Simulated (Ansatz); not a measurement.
## Strength of the C–C bond: C5H12O → C4H9 + CH3O

Species: C5H12O (1-pentanol) `CCCCCO`, singlet; C4H9 (1-butyl radical) `[CH2]CCC`, doublet; CH3O (hydroxymethyl radical) `[CH2]O`, doublet. 

Shapes, held fixed at every level: PBE0-D4/def2-TZVP. Flexible molecules stand in one conformer, not always the lowest. Programs: Ansatz 0.2.0. Electronic energies: no zero-point or thermal term.

```csv
level,kind,ΔE (kJ/mol)
HF/def2-SVP,Hartree–Fock,+267.3
SPW92/def2-TZVPP,LDA,+431.8
PBE-D4/def2-TZVPP,GGA,+366.3
BHLYP-D4/def2-TZVPP,global hybrid,+350.7
PBE0-D4/def2-TZVPP,global hybrid,+366.4
B2PLYP/def2-TZVPP,double hybrid,+359.1
CCSD(T)/def2-SVP,coupled cluster or CI,+381.1
MP2/def2-TZVPP,perturbation theory,+397.9
```

MP2/def2-TZVPP gives ΔE = +397.9 kJ/mol; the levels span +267.3 to +431.8. The median of the levels is +366.3. Hartree–Fock misses the correlation of the pair that is broken and comes out low. No measured value is set beside it here. Open shells run unrestricted unless RO is named.
